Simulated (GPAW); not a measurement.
An input for GPAW 26.7.0 (MgO):

run.py

```python
import json
import numpy as np
from ase import Atoms
from ase.constraints import FixSymmetry
from ase.filters import FrechetCellFilter
from ase.io import read, write
from ase.optimize import BFGS
from phonopy import Phonopy
from phonopy.structure.atoms import PhonopyAtoms
from gpaw import GPAW, PW

atoms = read('POSCAR')

calc = GPAW(mode=PW(40),
            xc='MGGA_X_MS2+GGA_C_REGTPSS',
            kpts={'size': (6, 6, 6), 'gamma': True},
            occupations={'name': 'fermi-dirac', 'width': 0.05},
            setups={'Mg': '2'},
            nbands=-8,
            convergence={'density': 1e-06, 'eigenstates': 1e-09},
            maxiter=75,
            txt='gpaw.txt')
atoms.calc = calc
atoms.set_constraint(FixSymmetry(atoms))
BFGS(FrechetCellFilter(atoms), trajectory='relax.traj', logfile='-').run(fmax=0.005, steps=40)
atoms.set_constraint()
energy = atoms.get_potential_energy()
forces = atoms.get_forces()
stress = atoms.get_stress()
calc.write('gs.gpw')
write('result.traj', atoms)
print('Cell:', atoms.cell.cellpar().round(4))
print(atoms.get_scaled_positions().round(5))

def force_constants(scale):
    unit = PhonopyAtoms(symbols=atoms.get_chemical_symbols(), cell=atoms.cell[:] * scale**(1 / 3),
                        scaled_positions=atoms.get_scaled_positions())
    ph = Phonopy(unit, supercell_matrix=np.diag([1, 1, 1]), primitive_matrix=np.eye(3), symprec=1e-4)
    ph.generate_displacements(distance=0.01)
    forces = []
    for i, sc in enumerate(ph.supercells_with_displacements):
        a = Atoms(sc.symbols, cell=sc.cell, scaled_positions=sc.scaled_positions, pbc=True)
        c = GPAW(mode=PW(40),
                 xc='MGGA_X_MS2+GGA_C_REGTPSS',
                 kpts={'size': (6, 6, 6), 'gamma': True},
                 occupations={'name': 'fermi-dirac', 'width': 0.05},
                 setups={'Mg': '2'},
                 nbands=-8,
                 convergence={'density': 1e-06, 'eigenstates': 1e-09},
                 maxiter=75,
                 txt=f'disp-{scale:.3f}-{i:02d}.txt')
        a.calc = c
        f = a.get_forces()
        forces.append(f - f.mean(axis=0))
        print(f'displacement {i}: drift', f.mean(axis=0).round(5), flush=True)
    ph.forces = forces
    ph.produce_force_constants()
    ph.symmetrize_force_constants()
    return ph

qpoints = [[0.0, 0.0, 0.0]]
results = {}
for scale in [1.0]:
    ph = force_constants(scale)
    ph.run_qpoints(qpoints)
    nu = ph.qpoints.frequencies * 33.35641  # THz to cm^-1
    results[f'{scale:.3f}'] = nu.tolist()
    for qp, f in zip(qpoints, nu):
        print(scale, np.round(qp, 4), f.round(2))
json.dump(results, open('phonons.json', 'w'))
```

POSCAR

```
MgO
1.0
    0.0000000000      2.0970013927      2.0970013927
    2.0970013927      0.0000000000      2.0970013927
    2.0970013927      2.0970013927      0.0000000000
Mg O
1 1
Direct
    0.0000000000      0.0000000000      0.0000000000
    0.5000000000      0.5000000000      0.5000000000
```

Potentials or basis: GPAW PAW data sets (gpaw-data 1.2.1), other valence, pw.

Launch:

```sh
$ OMP_NUM_THREADS=1 python run.py
```

**Question.** What does the program do with it?

**Answer.** The run stopped without a result. It printed:

gpaw.txt:

```text
__  _  _
 | _ |_)|_||  |
 |__||  | ||/\| - 26.7.0

Input parameters:
  mode=PW(ecut=40.0),
  convergence={'density': 1e-06, 'eigenstates': 1e-09},
  kpts=MonkhorstPack(size=(6, 6, 6), gamma=True),
  maxiter=75,
  nbands=-8,
[... 191 lines left out ...]
    width: 0.0500  # eV

poisson solver:
  ecut: 320.0  # eV

xc functional:
  name: MGGA_X_MS2+GGA_C_REGTPSS with 2 nearest neighbor stencil

convergence criteria:
- Maximum integral of absolute [dens]ity change: 1e-06 electrons / valence electron
- Maximum integral of absolute [eigenst]ate change: 1e-09 eV^2 / valence electron
- Maximum [total energy] change in last 3 cyles: 0.0005 eV / valence electron
maximum number of iterations: 75
```

On the terminal:

```text
Traceback (most recent call last):
  File "run.py", line 25, in <module>
  File "optimize/optimize.py", line 506, in run
  File "optimize/optimize.py", line 375, in run
  File "optimize/optimize.py", line 322, in irun
  File "ase/filters.py", line 31, in get_gradient
  File "ase/filters.py", line 602, in get_forces
  File "ase/atoms.py", line 2050, in get_stress
  File "new/ase_interface.py", line 302, in get_stress
  File "new/ase_interface.py", line 215, in calculate_property
  File "new/ase_interface.py", line 177, in iconverge
  File "new/calculation.py", line 252, in iconverge
  File "new/scf.py", line 83, in iterate
  File "pwfd/eigensolver.py", line 152, in iterate
  File "new/ibzwfs.py", line 194, in orthonormalize
  File "pwfd/wave_functions.py", line 237, in orthonormalize
  File "core/matrix.py", line 404, in invcholesky
  File "linalg/_decomp_cholesky.py", line 120, in cholesky
  File "linalg/_decomp_cholesky.py", line 53, in _cholesky
  File "linalg/_decomp_cholesky.py", line 23, in _check_format_errors_warnings
```
